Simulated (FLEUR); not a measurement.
Crystal: Ag.

```
Ag
1.0
    -1.65565    1.65565    1.65565
     1.65565   -1.65565    1.65565
     1.65565    1.65565   -1.65565
Ag
1
Direct
  0.00000 0.00000 0.00000
```

This isn't the form of Ag at room conditions, which is fcc.

```yaml
Program: FLEUR MaX-R8.1 (later development tree)
Task: single point
Functional: PBEsol
Potentials_or_basis: all-electron
Basis: FLAPW
Kmax: 4.1 1/bohr
k_mesh: 11 × 11 × 11
Occupations: fermi-dirac, width 0.05 eV
Spin: no spin polarisation
Gmax: 12.7 1/bohr
Muffin-tin_radii: Ag 2.46 bohr
lmax: Ag 10
lnonsphr: Ag 10
Local_orbitals_a_species: Ag 5
Max_iterations: 60
Mixing_factor: 0.05
Mixer: Anderson
Mixer_history: 15
```

On this cell: band gap on the k mesh none (metal or under the smearing width).

The same run follows on a disturbed copy (cell strained at random at fixed volume):

```xyz
1
Lattice="-1.6674 1.7097 1.6780 1.6448 -1.6625 1.6082 1.6497 1.6448 -1.6308" Properties=species:S:1:pos:R:3 pbc="T T T"
Ag   -0.0324    0.0239   -0.0218
```

Task: What changes?

Result: The energy (extrapolated to zero smearing) moves by +2.2 meV/atom; band gap on the k mesh none (metal or under the smearing width).
